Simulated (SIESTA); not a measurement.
**MnO2 under changes of volume**

One of the cells (9.253 Å³/atom); the others are scaled copies at fixed shape and fractional positions:

```
Mn O
1.0
     4.40042    0.00000    0.00000
     0.00000    4.40042    0.00000
     0.00000    0.00000    2.86708
Mn O
2 4
Cartesian
  2.2002 2.2002 1.4335
  0.0000 0.0000 0.0000
  3.5420 0.8585 1.4335
  3.0587 3.0587 0.0000
  0.8585 3.5420 1.4335
  1.3418 1.3418 0.0000
```

The cell is a database's computed one.

* Program: SIESTA 5.4.2
* Functional: LDA
* Potentials or basis: PseudoDojo 0.4 standard (LDA files)
* Basis: DZP (energy shift 0.003 Ry; two zetas on semicore shells)
* Grid cutoff: 800 Ry
* Energy shift: 0.003 Ry
* k mesh: 4 × 4 × 7
* Occupations: fermi-dirac, width 0.05 eV
* Spin: collinear spin, ferromagnetic start
* Starting moments: [4.0, 4.0, 0.0, 0.0, 0.0, 0.0] μB

| volume (Å³/atom) | energy over the lowest point (meV/atom) | pressure (GPa) | moment (μB per cell) | largest force (eV/Å) |
| --- | --- | --- | --- | --- |
| 8.698 | 0.00 | 1.4 | 3.86 | 0.418 |
| 8.883 | 1.29 | -1.9 | 4.73 | 0.204 |
| 9.068 | ? | ? | ? | ? |
| 9.253 | 11.58 | -9.0 | 5.67 | 0.030 |
| 9.438 | 23.87 | -12.8 | 5.81 | 0.121 |
| 9.623 | 40.75 | -16.5 | 5.88 | 0.202 |
| 9.808 | 61.67 | -19.7 | 5.93 | 0.278 |

Task: What does the run at 9.068 Å³/atom give?

Result: Energy over the lowest point 4.22 meV/atom; pressure -4.8 GPa; moment 5.43 μB per cell; largest force 0.069 eV/Å.

Worked out: A Birch-Murnaghan fit of order 3 (a polynomial in V^(-2/3)) to the other rows has its minimum at 8.74 Å³/atom with B0 = V·E''(V) = 92 GPa (rough, since the energies scatter) at fixed shape and positions, which overstates the stiffness. It gives 4.63 meV/atom at 9.068 Å³/atom, against the run's 4.22, and -dE/dV = -4.7 GPa, against -4.8. A parabola through the other rows of the moment, of slope 2.63 μB per Å³/atom there, gives 5.22 μB, against the run's 5.43. The fit is too stiff a form for this range.

Energies are extrapolated to zero smearing.

Caveats: some runs use coarse meshes; short orbitals over semicore shells can move pressures by several GPa; the basis of atomic orbitals isn't converged, which shifts pressures, moduli and gaps; only a ferromagnetic start was run, and an antiferromagnetic order may lie lower in energy.
